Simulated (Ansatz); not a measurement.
**MnS: energy against volume and a worked fit**

Space group Fm-3m (No. 225). a = 5.209 Å, b = 5.209 Å, c = 5.209 Å, α = 90.00°, β = 90.00°, γ = 90.00°
```
atom  site  symmetry       x       y       z
  Mn    4a      m-3m  0.0000  0.0000  0.0000
   S    4b      m-3m  0.5000  0.0000  0.0000
```

The cell was scaled at fixed shape and fractions and run with Ansatz, Ansatz PAW, cutoff 420 eV; revPBE+U, k mesh 9 × 9 × 9 on the cell of 4 atoms, gaussian occupations of 0.05 eV, non-collinear spin, antiferromagnetic start, no spin-orbit coupling. The potentials were made for PBE. Energies are those that the program minimises, any entropy of the smearing included. For a metal such a mesh isn't converged to the digits shown. The magnetic state is the one that the start led to, which needn't be the lowest.

```tsv
V (Å³/atom)	energy over the lowest row (meV/atom)
16.6074	24.438
16.9607	12.594
17.3141	4.821
17.6674	?
18.0208	0.000
18.3741	2.301
18.7275	7.369
```

Task: Fit the third-order Birch-Murnaghan form, give V0, B0 and B′, and predict the energy left open.

Result: With y = (V0/V)^(2/3), E = E0 + (9 V0 B0/16) [(y - 1)³ B′ + (y - 1)² (6 - 4y)]. Least squares through the rows shown give V0 = 17.9252 Å³/atom, E0 = -0.114 meV, B0 = 71.72 GPa (1 eV/Å³ = 160.218 GPa) and B′ = 3.89, with a largest miss of 0.003 meV. At V = 17.6674 the form with these constants gives 0.736 meV; the run gave 0.732 meV an atom.
